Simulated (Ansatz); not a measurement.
The system is I.

```
I
1.0
    -1.61746    1.61746    4.26481
     1.61746   -1.61746    4.26481
     1.61746    1.61746   -4.26481
I
1
Direct
  0.00000 0.00000 0.00000
```

| Property | Result |
| --- | --- |
| Program | Ansatz 0.2.0 |
| Task | relaxation of cell and atoms |
| Functional | BLYP |
| Potentials or basis | Ansatz PAW |
| Cutoff | 420 eV (not typed: the program's choice for these potentials) |
| k mesh | 11 × 11 × 11 |
| Occupations | fermi-dirac, width 0.05 eV |
| Spin | no spin polarisation |

At the start: volume 44.63 Å³/atom.

Q: Where does the relaxation end?

A: It ends after 24 steps and the volume is 74.83 Å³/atom (+67.7 %); space group I4/mmm (No. 139, to 0.05 Å).

The path:
| step | energy change (eV) | largest force (eV/Å) | volume (Å³) |
| --- | --- | --- | --- |
| 1 | 0.0000 | 0.0000 | 44.63 |
| 2 | -0.0275 | 0.0000 | 47.93 |
| 3 | -0.0325 | 0.0000 | 49.69 |
| 4 | -0.0395 | 0.0000 | 52.01 |
| 5 | -0.0423 | 0.0000 | 54.29 |
| 6 | -0.0458 | 0.0000 | 54.29 |
| 7 | -0.0478 | 0.0000 | 55.43 |
| 8 | -0.0509 | 0.0000 | 57.75 |
| 9 | -0.0530 | 0.0000 | 60.09 |
| 10 | -0.0530 | 0.0000 | 62.42 |
| 11 | -0.0534 | 0.0000 | 61.14 |
| 12 | -0.0534 | 0.0000 | 61.49 |
| 13 | -0.0552 | 0.0000 | 61.49 |
| 14 | -0.0564 | 0.0000 | 63.11 |
| 15 | -0.0578 | 0.0000 | 65.44 |
| 16 | -0.0587 | 0.0000 | 67.76 |
| 17 | -0.0585 | 0.0000 | 69.63 |
| 18 | -0.0587 | 0.0000 | 68.58 |
| 19 | -0.0587 | 0.0000 | 68.72 |
| 20 | -0.0599 | 0.0000 | 68.72 |
| 21 | -0.0604 | 0.0000 | 70.17 |
| 22 | -0.0611 | 0.0000 | 72.50 |
| 23 | -0.0614 | 0.0000 | 74.83 |
| 24 | -0.0620 | 0.0000 | 74.83 |

Final structure:
```cif
data_structure
_symmetry_space_group_name_H-M 'P 1'
_symmetry_Int_Tables_number 1
_cell_length_a 7.1271
_cell_length_b 7.1271
_cell_length_c 7.1271
_cell_angle_alpha 152.934
_cell_angle_beta 152.934
_cell_angle_gamma 38.651
_cell_volume 74.83
loop_
_atom_site_label
_atom_site_type_symbol
_atom_site_fract_x
_atom_site_fract_y
_atom_site_fract_z
_atom_site_occupancy
I1 I 0.00000 0.00000 0.00000 1
```

Caveat: the volume moved by over 15 % at a fixed basis, so the end points are rough; the plane-wave basis is chosen anew once the cell has moved, so the energies of steps on either side of that aren't comparable; an odd number of electrons without spin polarisation forces a metal; a magnetic or distorted state may lie lower; the PAW data sets come from PBE, with cores solved anew for the run's functional, which leaves a small shift of forces and pressure.
